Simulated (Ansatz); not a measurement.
Runs of Ansatz 0.2.0 on CdS (Hawleyite). The structure is cubic, space group F-43m (No. 216). Conventional cell: a = 5.833 Å, b = 5.833 Å, c = 5.833 Å, α = 90.00°, β = 90.00°, γ = 90.00°. Around Cd (site symmetry -43m) lie 4 S at 2.53 Å. S (site symmetry -43m) has 4 Cd at 2.53 Å as nearest neighbours. 

```csv
task,level,potentials or basis,cell,k mesh,cutoff (eV),smearing,basis error allowed,mesh quality,gap on the mesh (eV),pressure (GPa)
elastic constants,RPBE-LYP,"all-electron LAPW, scalar-relativistic",as given,6 × 6 × 6,265,fixed,0.001 eV/atom,not flagged,(b),8.4
single point,PBE,"all-electron LAPW, scalar-relativistic",as given,6 × 6 × 6,227,fermi-dirac 0.04 eV,0.002 eV/atom,not flagged,1.14,2.9
projected density of states,r2SCAN+rVV10,all-electron PAW datasets made for the crystal,as given,8 × 8 × 8,260,fixed,-,not flagged,(a),0.5
single point,HSE06+D4,all-electron PAW datasets made for the crystal,as given,4 × 4 × 4,290,fixed,-,coarse,2.18,-0.2
atomic charges,PBEsol+D4,"all-electron LAPW, scalar-relativistic","atoms moved at random, drawn with an rms of 0.1 Å",8 × 8 × 8,277,tetrahedron,0.001 eV/atom,not flagged,1.00,-0.9
```

Alike in all rows: no spin polarisation.

**Question.** Estimate the missing entries.

**Answer.** (a) 1.54; (b) 1.26.

Caveats: some runs use coarse meshes; the cell is more than 3 GPa from zero pressure, which shifts response properties (some runs); the program warned that the printed levels may be off, so bands, gaps and densities of states are rough (some runs); with tetrahedron occupations forces and stress needn't match the slope of the energy (some runs).

A k mesh can miss the band edges, and the runs leave out spin-orbit coupling on Cd.

The runs don't all hold the same shells in valence.
